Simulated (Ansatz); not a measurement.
The system is CaSe.

```
Se Ca
1.0
     0.00000    2.95600    2.95600
     2.95600    0.00000    2.95600
     2.95600    2.95600    0.00000
Se Ca
1 1
Cartesian
  2.9560 2.9560 2.9560
  0.0000 0.0000 0.0000
```

- Program: Ansatz 0.2.0
- Task: single point
- Functional: PBE
- Potentials or basis: all-electron LAPW, scalar-relativistic
- Cutoff: 171 eV (chosen from the basis error)
- Basis error allowed: 0.001 eV/atom
- k mesh: 8 × 8 × 8
- Occupations: fermi-dirac, width 0.05 eV
- Spin: no spin polarisation

On this cell: pressure 1.2 GPa; largest force zero by symmetry; band gap on the k mesh 2.03 eV, indirect (least direct gap 2.96 eV).

The same run follows on a disturbed copy (atoms moved at random, drawn with an rms of 0.05 Å):

```
Se Ca
1.0
     0.00000    2.95600    2.95600
     2.95600    0.00000    2.95600
     2.95600    2.95600    0.00000
Se Ca
1 1
Cartesian
  2.9114 2.9476 2.9038
  -0.0041 -0.0054 0.0319
```

**Question.** What changes?

**Answer.** The energy moves by +6.8 meV/atom; pressure 1.3 GPa; largest force 0.295 eV/Å; band gap on the k mesh 2.05 eV, indirect (least direct gap 2.97 eV).

Forces in eV/Å, atoms in the order of the input:
```
Se   0.125  0.009  0.267
Ca  -0.125 -0.009 -0.267
```

Stress tensor (GPa, compression positive):
```
 1.24  0.00 -0.05
 0.00  1.13  0.00
-0.05  0.00  1.60
```

A k mesh can miss the band edges.
